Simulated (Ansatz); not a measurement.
Al: a bulk modulus from differences

The cell was found from a structure generator's guess, not taken from experiment.

Level of theory: DFT PBE, scalar-relativistic, plane waves, PAW (Ansatz 0.2.0). Cutoff 420 eV, Γ-centred 22×22×12 mesh (2-atom cell), Gaussian smearing of 0.10 eV, no spin polarisation.

```
CELL_PARAMETERS angstrom
2.85082 0.00000 0.00000
-1.42541 2.46888 0.00000
0.00000 0.00000 4.72797
ATOMIC_POSITIONS crystal
Al 0.66667 0.33333 0.25000
Al 0.33333 0.66667 0.75000
```

The cell was set to several volumes, with shape and atoms relaxed at each where symmetry leaves them free. Pressure is positive in compression, and energies count from the lowest row. No row has a gap on its mesh.

```tsv
row	V (Å³/atom)	P (GPa)	ΔE (meV/atom)
1	14.642	12.65	70.4
2	15.141	?	?
3	15.640	5.31	15.7
4	16.139	2.45	3.8
5	16.638	0.02	0.0
6	17.138	-2.04	3.2
7	17.637	-3.79	12.4
8	18.302	-5.70	32.3
```

**Question.** Find B = −V·ΔP/ΔV from rows 4 and 6 and from rows 1 and 3, and from the two its slope B′ and its value B0 at zero pressure.

**Answer.** Rows 4 and 6 give −(16.139 + 17.138)/2 × (-2.04 − (2.45))/(17.138 − 16.139) = 74.8 GPa at a mean pressure of 0.21 GPa. Rows 1 and 3 give −(14.642 + 15.640)/2 × (5.31 − (12.65))/(15.640 − 14.642) = 111.4 GPa at a mean pressure of 8.98 GPa. So B′ = (111.4 − 74.8)/(8.98 − (0.21)) = 4.17 and B0 = 74.8 − 4.17 × (0.21) = 73.9 GPa. A third-order Birch–Murnaghan fit to all the energies gives B0 = 74.3 GPa and B′ = 4.4.

**Question.** Estimate the pressure and energy of row 2.

**Answer.** From row 5, V0 = 16.638 × (1 + (0.02)/73.9) = 16.643 Å³/atom. Murnaghan's form P = (B0/B′)·[(V0/V)^B′ − 1] gives (73.9/4.17) × [(16.643/15.141)^4.17 − 1] = 8.57 GPa; the computed pressure is 8.67 GPa, so the estimate is off by -0.10 GPa. The work of compression from row 3, with the mean of the two pressures, gives ΔE = 15.7 + (8.57 + 5.31)/2 × (15.640 − 15.141)/160.2 × 1000 = 37.3 meV/atom (1 eV/Å³ = 160.2 GPa); the computed value is 37.4 meV/atom.

All volumes keep the k mesh of the relaxed cell. This cell was reached by moving the atoms of another relaxed cell at random and relaxing again, last within the group found; it had no such test of its own.
